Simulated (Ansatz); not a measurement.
**Cu: single point with PBE**

Cu:

```
CELL_PARAMETERS angstrom
0.00000 1.80750 1.80750
1.80750 0.00000 1.80750
1.80750 1.80750 0.00000
ATOMIC_POSITIONS crystal
Cu 0.00000 0.00000 0.00000
```

```yaml
Program: Ansatz 0.2.0
Task: single point
Functional: PBE
Potentials_or_basis: Ansatz PAW
Cutoff: "420 eV (not typed: the program's choice for these potentials)"
k_mesh: 13 × 13 × 13
Occupations: gaussian, width 0.016 eV
Spin: no spin polarisation
```

```yaml
Pressure: 1.7 GPa
Band_gap_on_the_k_mesh: none (metal or under the smearing width)
```

Levels at points of the mesh, in eV from the Fermi level:
```csv
k point,band 8,band 9,band 10,band 11,band 12,band 13
"(0.00, 0.00, 0.00)",-3.21,-2.38,-2.38,22.40,24.90,24.90
```

Wall time 0.35 s on 2 threads of Intel(R) Xeon(R) 6975P-C (Granite Rapids), with other jobs on the host, peak memory 0.34 GiB.
